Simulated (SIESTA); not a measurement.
Pb:

```xyz
1
Lattice="0.0000 2.4750 2.4750 2.4750 0.0000 2.4750 2.4750 2.4750 0.0000" Properties=species:S:1:pos:R:3 pbc="T T T"
Pb    0.0000    0.0000    0.0000
```

Base run:

```yaml
Program: SIESTA 5.4.2
Functional: LDA
Potentials_or_basis: PseudoDojo 0.4 standard (LDA files)
Basis: DZP (energy shift 0.003 Ry; two zetas on semicore shells)
Grid_cutoff: 500 Ry
Energy_shift: 0.003 Ry
k_mesh: 9 × 9 × 9
Occupations: fermi-dirac, width 0.05 eV
Spin: no spin polarisation
```

Its results: band gap on the k mesh none (metal or under the smearing width); pressure -1.6 GPa.

Problem. The run is repeated on the same cell with these changes: functional from LDA to PBEsol; potentials or basis from PseudoDojo 0.4 standard (LDA files) to PseudoDojo 0.4 standard (PBEsol files). What comes out?

Solution. Band gap on the k mesh none (metal or under the smearing width); pressure 0.0 GPa.

Caveats: the basis of atomic orbitals isn't converged, which shifts pressures, moduli and gaps.

Not every run made on this cell is shown here.
